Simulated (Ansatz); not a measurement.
**A convergence test on MgO (Periclase): k mesh of the hybrid**

Wanted: the cheapest k mesh of the hybrid that holds the HSE06 gap of MgO (Periclase).

Main program and level: Ansatz 0.2.0; DFT, HSE06, plane waves, PAW.

The database entry behind the starting cell differs from later determinations by our own check (about 0.1 % long), so it need not match the best structure at ambient conditions.

**1. Starting point**

Symmetry: Fm-3m, No. 225, cubic system. Conventional cell: a = 4.217 Å, b = 4.217 Å, c = 4.217 Å, α = 90.00°, β = 90.00°, γ = 90.00°. Nearest to Mg lie 6 O at 2.11 Å. O has 6 Mg at 2.11 Å nearest. Farther neighbours and most contacts between anions are not listed.

Structure file:

```cif
data_structure
_symmetry_space_group_name_H-M 'Fm-3m'
_symmetry_Int_Tables_number 225
_cell_length_a 4.2170
_cell_length_b 4.2170
_cell_length_c 4.2170
_cell_angle_alpha 90.000
_cell_angle_beta 90.000
_cell_angle_gamma 90.000
_cell_volume 74.99
loop_
_atom_site_label
_atom_site_type_symbol
_atom_site_symmetry_multiplicity
_atom_site_Wyckoff_symbol
_atom_site_fract_x
_atom_site_fract_y
_atom_site_fract_z
_atom_site_occupancy
Mg1 Mg 4 a 0.00000 0.00000 0.00000 1
O1 O 4 b 0.50000 0.00000 0.00000 1
```

The cell and positions come from the Crystallography Open Database and are kept as given unless a step says otherwise. The default PAW set here is soft_2. Its files were made with PBE.

**2. k mesh of the hybrid: 4×4×4**

The input, input.yaml:

```yaml
crystal:
  lattice:
    - [0.0, 2.1085, 2.1085]
    - [2.1085, 0.0, 2.1085]
    - [2.1085, 2.1085, 0.0]
  atoms:
    - { symbol: Mg, position: [0.0, 0.0, 0.0] }
    - { symbol: O, position: [0.5, 0.5, 0.5] }
kpoints:
  mp_grid: { grid: [4, 4, 4] }
  band_path:
    path:
      - [0.0, 0.0, 0.0]
      - [0.5, 0.0, 0.5]
      - [0.625, 0.25, 0.625]
      - [0.375, 0.375, 0.75]
      - [0.5, 0.5, 0.5]
      - [0.5, 0.25, 0.75]
    npoints: 1
hamiltonian:
  xc: hse06
scf:
  occupations: { method: fixed }
  n_extra_bands: 4
output:
  eigenvalues: true
```

The run is started by

```sh
$ ansatz run input.yaml --threads 3 --pin off --max-ram 92160MiB --backend cuda --events-out ev --progress --plain --runs-dir out --devices 1 --max-vram 13GiB  # rebuilt from the run's record
```

Numbers of over 12 decimals in the logs are rounded to 6 here.

Output:

```text
scf.n_extra_bands = 4 over 8 filled bands (N_el = 16.0): the run solves 12 bands
exact exchange: scf.exx.singularity resolves to wigner_seitz, which cuts the screened interaction at the faces of the exchange supercell's Wigner-Seitz cell, so that each pair interacts once, at the shortest of its separations (the periodic images that this leaves out come, for a point-like exchange hole, to about 0.002 eV on a filled level). The cut falls within the interaction's reach, and what an exchange supercel [...]
GPUs: using 1 of 1 available (devices: 1).
Engine: ansatz 0.2.0, x86_64-unknown-linux-gnu
Pseudopotentials: kind: paw
Pseudopotential: Mg, paw, valence charge 10, recommended cutoff 420 eV (normal), Mg.paw.azcp
Pseudopotential: O, paw, valence charge 6, recommended cutoff 420 eV (normal), O.paw.azcp
Functional definition: HSE06
  parameter a = 0.25
  parameter omega = 0.11/bohr
  exchange = pbe_x - a*pbe_x_sr(omega) + a*exact_x_sr(omega)
  correlation = pbe_c
davidson cushion auto → on  (no smearing: the cushion is to keep the highest requested band from converging to the state above it; pin scf.eigensolver.cushion to override)
device memory: the entry about to start is reckoned to put 0.7 GiB on a device that reports 39.0 GiB free (of which the cap on the GPU budget leaves the run 13.0 GiB)
GPU FFT provider: cuFFT
GPU libraries: cuBLAS 13.8.2, cuFFT 12.4.0, cuSOLVER 12.3.4
Crystal: 2 atoms, lattice volume = 18.748 Å³
Basis set: ecut = 420 eV, 339 PW (Γ)
Bands: 12, of which v1, the nominal top of the filled ones, is band 8 counted from 1 (7 counted from 0)
Symmetry: 48 space group operations
Space group: Fm-3m (ITA 225), of the structure as read, at distance tolerance 2.7e-5 Å
k-points: 8 of 64
Non-local potential: Mg, projectors of the file, l = 0: 3, l = 1: 2, l = 2: 1
Non-local potential: O, projectors of the file, l = 0: 2, l = 1: 2, l = 2: 1
PAW form: soft (Blöchl's): semilocal exchange-correlation on the pseudo side does not see the compensation charge
PAW frozen core: Mg, regenerated for the run's functional, and the local potential with it (the file was generated under x = pbe(κ = 0.804, μ = 0.219515), c = pbe(β = 0.066725))
PAW frozen core: O, regenerated for the run's functional, and the local potential with it (the file was generated under x = pbe(κ = 0.804, μ = 0.219515), c = pbe(β = 0.066725))
PAW one-centre angular grid: Mg, 110 points (default); XC on 96 Gauss nodes
PAW one-centre angular grid: O, 110 points (default); XC on 96 Gauss nodes
Initial density: superposition of atomic densities (neutral atoms: chi_scale 0, normalization atom), corrected by the library's trained network
Initial wavefunctions: pseudopotential atomic-orbital guess
GPU buffer pool allocated for 8000 grid points (all kernels)
GPU transforms: local potential and band sums: pruned to the plane-wave sphere, on 20×20×20
Functional: x = pbe(κ = 0.804, μ = 0.219515), c = pbe(β = 0.066725), warm-up for x = pbe(κ = 0.804, μ = 0.219515) + 0.25 (exact − pbe) at short range (hse, ω = 0.207870 Å⁻¹), c = pbe(β = 0.066725); HSE06 as pw.x's `hse` composes it (authors' and Libxc's form: `xc: wpbeh`)
SCF iter   1: F=—  HF=-2494.120657 eV  |F-HF|=—  |Δ(HF+E_count)|=         —  Δρ=7.93e-4  dr2=7.51e-5  ethr=1.77e-3  ⟨swp⟩=2.9  Hψ=692  notcnv=0
preconditioner: auto → none  [insulator: Δε(μ)=4.707 eV  Ē_g=18.534 eV  n_scr=8 (ndim 8)  ℏωp=24.3 eV  f_vac=0.000]
SCF iter   2: F=-2494.120796 eV  HF=-2494.120769 eV  |F-HF|=2.75e-5  |Δ(HF+E_count)|=   1.12e-4  Δρ=4.81e-4  dr2=1.79e-5  ethr=4.69e-7  ⟨swp⟩=4.1  Hψ=302  notcnv=0
SCF 1 stopped early in 2 iterations: F = -2494.120796 eV  dr2 = 1.79e-5
  greatest PAW one-centre occupation: 1.000 electrons in one spin orbital (limit 2), on the Mg atom at site 0 (counted from 0), in its partial waves of l = 0
device memory: the entry about to start is reckoned to put 1.0 GiB on a device that reports 39.0 GiB free (of which the cap on the GPU budget leaves the run 13.0 GiB)
[...]
Frozen-core exchange: fock
SCF iter   1: F=—  HF=-2494.336952 eV  |F-HF|=—  |Δ(HF+E_count)|=         —  Δρ=7.92e-3  dr2=5.76e-3  ethr=1.12e-6  ⟨swp⟩=5.2  Hψ=443  notcnv=0
preconditioner: auto → none  [insulator: Δε(μ)=6.420 eV  Ē_g=21.050 eV  n_scr=8 (ndim 8)  ℏωp=24.3 eV  f_vac=0.000]
SCF iter   2: F=—  HF=-2494.334679 eV  |F-HF|=—  |Δ(HF+E_count)|=   2.27e-3  Δρ=3.82e-3  dr2=1.44e-3  ethr=1.12e-6  ⟨swp⟩=3.0  Hψ=320  notcnv=0
SCF iter   3: F=—  HF=-2494.334359 eV  |F-HF|=—  |Δ(HF+E_count)|=   3.19e-4  Δρ=9.84e-4  dr2=5.26e-4  ethr=1.12e-6  ⟨swp⟩=3.0  Hψ=317  notcnv=0
SCF iter   4: F=—  HF=-2494.337467 eV  |F-HF|=—  |Δ(HF+E_count)|=   3.11e-3  Δρ=7.30e-4  dr2=8.13e-5  ethr=1.12e-6  ⟨swp⟩=3.6  Hψ=316  notcnv=0
iter 5 solved again at ethr=4.96e-9 eV; its pass at ethr=4.64e-7 eV (dr2=7.94e-7 eV) is discarded
SCF iter   5: F=-2494.337447 eV  HF=-2494.337447 eV  |F-HF|=2.62e-7  |Δ(HF+E_count)|=   1.95e-5  Δρ=1.06e-4  dr2=2.54e-6  ethr=4.96e-9  ⟨swp⟩=3.1  Hψ=469  notcnv=0
SCF 2 stopped early in 5 iterations: F = -2494.337447 eV  dr2 = 2.54e-6
hybrid outer 1: dexx = +3.318e-3 eV, tail = 3.72e-5 eV
GPU FFT provider: cuFFT
GPU libraries: cuBLAS 13.8.2, cuFFT 12.4.0, cuSOLVER 12.3.4
GPU buffer pool allocated for 8000 grid points (all kernels)
GPU transforms: local potential and band sums: pruned to the plane-wave sphere, on 20×20×20
Exchange kernel: α = 0.2500, screened, ω = 0.2079 Å⁻¹, Wigner–Seitz truncation, v(0) = 946.4802 eV·Å³, q-mesh 4×4×4, nearest image of the exchange supercell L = 11.93 Å, pair-density grid 12×12×12, without the augmentation charges, whose exchange is taken in its separable form by FFT convolution over the k-point mesh (sized by the pseudopotential files, 18×18×18 at the most), smooth part of the exact exchange by density-matrix convolution in up to 297.0 MiB of GPU memory as planned if the GPU has room (build and FFT work areas not counted)
Frozen-core exchange: fock
SCF iter   1: F=—  HF=-2494.337436 eV  |F-HF|=—  |Δ(HF+E_count)|=         —  Δρ=1.04e-4  dr2=8.79e-7  ethr=1.16e-6  ⟨swp⟩=2.0  Hψ=224  notcnv=0
preconditioner: auto → none  [insulator: Δε(μ)=6.454 eV  Ē_g=21.043 eV  n_scr=8 (ndim 8)  ℏωp=24.3 eV  f_vac=0.000]
iter 2 solved again at ethr=4.13e-11 eV; its pass at ethr=4.89e-9 eV (dr2=6.60e-9 eV) is discarded
SCF iter   2: F=-2494.337436 eV  HF=-2494.337436 eV  |F-HF|=6.48e-9  |Δ(HF+E_count)|=   3.92e-8  Δρ=1.01e-5  dr2=2.04e-8  ethr=4.13e-11  ⟨swp⟩=2.9  Hψ=549  notcnv=0  defer=1
SCF 3 converged in 2 iterations: F = -2494.337436 eV  dr2 = 2.04e-8
hybrid outer 2: dexx = +1.807e-7 eV, tail = 4.99e-8 eV, Δε = 2.15e-3 eV (about 1.76e-4 eV left of the loop's levels)
device memory: the entry about to start is reckoned to put 0.3 GiB on a device that reports 39.0 GiB free (of which the cap on the GPU budget leaves the run 13.0 GiB)
NSCF: frozen V_eff on 6 k-points
hybrid SCF converged: 2 outer / 7 inner (+2 warm-up), last move |dexx| = 1.81e-7 eV, tail = 4.99e-8 eV
Stability not checked: this state was not tested for a lower state beside it, because the functional holds exact exchange (a hybrid, or Hartree-Fock), whose exchange loop this test does not read (fock_operator; see scf.lower_state_search)
Free energy (F): -2494.337436 eV
Frozen-core exchange: fock
Harris-Foulkes:  -2494.337436 eV  (|F-HF|=6.48e-9)
Internal energy: -2494.337436 eV  (E = F + TS)
E sigma→0 (E₀):  -2494.337436 eV
Fermi energy:    6.846267 eV
--- Per-component energies (eV) ---
  E_band       = -340.651625
  E_kinetic    = 256.786242
  E_local      = -1605.049920  (includes V_loc(G=0)·N_el)
  E_nonlocal   = 141.076496
  E_hartree    = 556.168760
  E_xc         = -84.845301
  E_vxc        = -107.725138  (∫ρ·V_xc dr)
  E_exx        = -71.489039  (= α·E_x^exact, valence–valence)
  E_paw        = -399.068756  (= ΣΔE_a)
  E_vpaw       = 4.896046  (= ΣTr[D̂ρ^β])
  E_aug_tail   = 0.002498  (compensation charges beyond the density's cutoff)
  E_ewald      = -1287.856876
  E_core_change = -0.061541  (= ΣΔE_core)
  E_smearing   = -0.000000  (= −TS)
  E_closure    = -0.000000  (closes the sum)
  Σ components = -2494.337436   (vs F -2494.337436, Δ=0.00e0)
--- Band table (eV; the first three rows and the last of 8) ---
  k-point 0: bands = [... 4 lower, -11.9435, 6.8463, 6.8463, 6.8463, 13.3015, 24.6031, 24.6031, 24.6031]
  k-point 1: bands = [... 4 lower, -11.3117, 4.0647, 6.4800, 6.4800, 15.7449, 21.3893, 25.5206, 25.5206]
  k-point 2: bands = [... 4 lower, -10.5697, 1.9508, 6.1415, 6.1415, 16.5223, 21.6971, 25.1955, 25.1955]
  k-point 7: bands = [... 4 lower, -10.2719, 3.7171, 3.7171, 4.9683, 20.4933, 20.4933, 21.0730, 24.4847]
```

The job ended after 5.5 s (1 × NVIDIA H100 80GB HBM3 (shared by 6 runs) with 3 threads of AMD EPYC 7R13 (Zen 3), shared host; peak memory 0.99 GiB; 7.4 s of CPU time).

Reading the cycles: dr2 is the Hartree energy of the density residual (eV), the measure of convergence; HF is the Harris–Foulkes estimate of the energy, which meets the free energy F at convergence.

Numbers from this step:

| Property | Result |
| --- | --- |
| gap | 6.455 eV |
| valence top at | Γ |
| conduction bottom at | Γ |
| least direct gap | 6.455 eV |
| exact-exchange fraction | 0.25 |

The gap is direct, at Γ.

**3. k mesh of the hybrid: 8×8×8**

input.yaml, as its differences from that of step 2:

```diff
@@ -9,3 +9,3 @@
 kpoints:
-  mp_grid: { grid: [4, 4, 4] }
+  mp_grid: { grid: [8, 8, 8] }
   band_path:
```

Output:

```text
[...]
GPUs: using 1 of 1 available (devices: 1).
[...]
GPU FFT provider: cuFFT
GPU libraries: cuBLAS 13.8.2, cuFFT 12.4.0, cuSOLVER 12.3.4
Crystal: 2 atoms, lattice volume = 18.748 Å³
Basis set: ecut = 420 eV, 339 PW (Γ)
Bands: 12, of which v1, the nominal top of the filled ones, is band 8 counted from 1 (7 counted from 0)
[... 1 set-up line as in the run before ...]
[...]
k-points: 29 of 512
[...]
E sigma→0 (E₀):  -2494.347826 eV
Fermi energy:    6.840063 eV
[...]
--- Band table (eV; the first three rows and the last of 29) ---
  k-point 0: bands = [... 4 lower, -11.9549, 6.8401, 6.8401, 6.8401, 13.2853, 24.6003, 24.6003, 24.6003]
  k-point 1: bands = [... 4 lower, -11.7789, 5.8700, 6.7286, 6.7286, 14.2131, 22.8845, 24.9790, 24.9790]
  k-point 2: bands = [... 4 lower, -11.3235, 4.0541, 6.4720, 6.4720, 15.7351, 21.3848, 25.5181, 25.5181]
  k-point 28: bands = [... 4 lower, -10.2847, 3.7079, 3.7079, 4.9579, 20.4876, 20.4876, 21.0701, 24.4818]
[key lines of the parts left out:]
Free energy (F): -2494.347826 eV
```

Elapsed: 13 s, on 1 × NVIDIA H100 80GB HBM3 (shared by 6 runs) with 3 threads; peak memory 1.1 GiB; 13 s of CPU time.

Numbers from this step:

```yaml
gap: 6.445 eV
valence_top_at: Γ
conduction_bottom_at: Γ
least_direct_gap: 6.445 eV
```

The gap is 6.445 eV, −0.010 eV from the run before at this level.

**4. The series**

Differences are against the last row; a negative gap means that bands overlap, and a run with a band path holds that path's time. Times are wall times on 1 × NVIDIA H100 80GB HBM3 (shared by 6 runs) with 3 threads of AMD EPYC 7R13 (Zen 3), shared host, good to a factor of about two.

| k mesh of the hybrid | gap (eV) | direct gap (eV) | gap error (eV) | energy error (meV/atom) | irreducible k | time |
| --- | --- | --- | --- | --- | --- | --- |
| 4×4×4 | 6.455 | 6.455 | +0.010 | +5.2 | 8 | 5.5 s |
| 8×8×8 | 6.445 | 6.445 | +0.000 | +0.0 | 29 | 13 s |

**5. Outcome**

```json
{"4×4×4": "6.455 eV", "8×8×8": "6.445 eV"}
```

In words: The gap holds to 0.02 eV from 4×4×4 on, the cheapest setting tried. At 4×4×4 the gap is off by +0.010 eV and the energy by +5 meV/atom. The gap is read over the mesh and added points near the edges, so meshes differ mainly through the density and, for a hybrid, the exchange operator.

[Paths, hosts, dates, memory and timing lines, banners, echoed tables and standing remarks are left out of the program output.]

[Logs are printed without paths, hosts, clocks, repeated set-up lines and the standing remarks that a program may print on its own settings, such as how far it seeks lower states.]

[Runs of the session that timed out or met a known fault of the program may be left out.]

[Cells called generated may have been cut or substituted from an entry of the Crystallography Open Database or the Materials Project.]

[Hosts, paths, dates, database ids (printed as entryN), source tags and the programs' standing remarks are cut or masked in the printed files.]
